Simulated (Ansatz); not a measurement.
CsCl:
```xyz
2
Lattice="4.2061 0.0000 0.0000 0.0000 4.2061 0.0000 0.0000 0.0000 4.2061" Properties=species:S:1:pos:R:3 pbc="T T T"
Cs     0.0000     0.0000     0.0000
Cl     2.1030     2.1030     2.1030
```

Tensor components refer to the Cartesian frame of this cell.

Question: Give the high-frequency dielectric tensor and the Born effective charge tensors of the independent atoms from DFPT, PBE (plane waves, PAW; program Ansatz).

Answer: 
ε∞:
```
2.74  0.00  0.00
0.00  2.74  0.00
0.00  0.00  2.74
```
Z* of atom 1 (Cs), rows: field, columns: displacement, in e:
```
1.32  0.00  0.00
0.00  1.32  0.00
0.00  0.00  1.32
```
Z* of atom 2 (Cl), rows: field, columns: displacement, in e:
```
-1.32   0.00   0.00
 0.00  -1.32   0.00
 0.00   0.00  -1.32
```

Static charges for comparison (Bader): Cs1 +0.84, Cl2 -0.84 e. Born charges measure polarisation by displacement and can exceed these by far.

Space group Pm-3m (CsCl type). Symmetry was held in the PBE relaxation. Spin–orbit coupling is left out wherever it is not named.

Potentials: the later of the program's two PAW sets.
